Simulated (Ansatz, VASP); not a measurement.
ScAl3 in VASP and in Ansatz

```
Sc Al
1.0
    -2.56182    2.69686    3.85884
     2.56182   -2.69686    3.85884
     2.56182    2.69686   -3.85884
Sc Al
1 3
Direct
  0.50000 0.00000 0.50000
  0.67421 0.67421 0.00000
  0.32579 0.32579 0.00000
  0.00000 0.00000 0.00000
```

Alike in both runs: functional PBE; k mesh 6 × 6 × 6; occupations gaussian, width 0.1 eV; no spin polarisation.

Ansatz relaxed the structure, and its values are those at the end. VASP's run is a single point on that final structure, the one shown.

|  | VASP | Ansatz |
| --- | --- | --- |
| version | VASP 6.6.1 | Ansatz 0.2.0 |
| potentials or method | VASP PAW PBE potentials, release 64 (Sc_sv, Al) | scalar-relativistic, plane waves, PAW |
| plane-wave cutoff (eV) | 520 | 420 |
| valence electrons in the cell | 20 | 20 |

|  | VASP | Ansatz | Ansatz less VASP |
| --- | --- | --- | --- |
| gap on the k mesh at the Fermi level (eV) | none | none | - |
| pressure (GPa) | 0.1 | 0.1 | 0.00 |
| rms of the force components (eV/Å) | 0.003 | 0.005 | +0.0017 |

A gap of «none» marks a metal or a gap that the smearing closes.
